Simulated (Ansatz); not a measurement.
The parent structure is BaSnO3 in the cubic perovskite structure (space group Pm-3m, No. 221; a = 4.131 Å).

One thing is altered: a negative pressure, −1 GPa.

Method: r2SCAN, PAW, 500 eV (Ansatz, a first-principles code; without spin-orbit coupling).

Base, band edges from the VBM (valence, conduction): M -0.05, 7.45; R 0.00, 5.97; X -1.00, 5.60; Γ -0.48, 1.56 eV.

Question: Give the band edges at the high-symmetry points of the new zone, measured from its valence-band maximum.

Answer: 
```
point  valence edge (eV)  conduction edge (eV)
-----  -----------------  --------------------
Γ                  -0.48                  1.48
X                  -1.00                  5.52
M                  -0.05                  7.39
R                   0.00                  5.94
```

The gap is 1.48 eV, indirect, R → Γ.

Load acts through the strain it causes; cell and atoms are relaxed under it. Whether these cells are dynamically stable was not tested.
